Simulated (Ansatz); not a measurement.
The system is Te.

```
Te
1.0
     4.45400    0.00000    0.00000
    -2.22700    3.85728    0.00000
     0.00000    0.00000    5.92400
Te
3
Direct
  0.73100 0.73100 0.00000
  0.00000 0.26900 0.66667
  0.26900 0.00000 0.33333
```

Program: Ansatz 0.2.0. Alike in all runs: potentials or basis Ansatz PAW; cell as given; cutoff (eV) 420. Hardware: 2 threads of Intel(R) Xeon(R) Processor @ 2.70GHz, with other jobs on the host.

Order these runs on this cell by their wall time, lowest first.
A. task band structure; level RPBE; spin off; k mesh 7 × 7 × 5; smearing fermi-dirac 0.05 eV; points for each segment of the path 14
B. task band structure; level PBEsol; spin SOC, no magnetisation; k mesh 5 × 5 × 4; smearing fermi-dirac 0.05 eV; points for each segment of the path 14
C. task single point; level PBE; spin off; k mesh 7 × 7 × 5; smearing gaussian 0.03 eV

C (3.6 s), A (14 s), B (78 s).
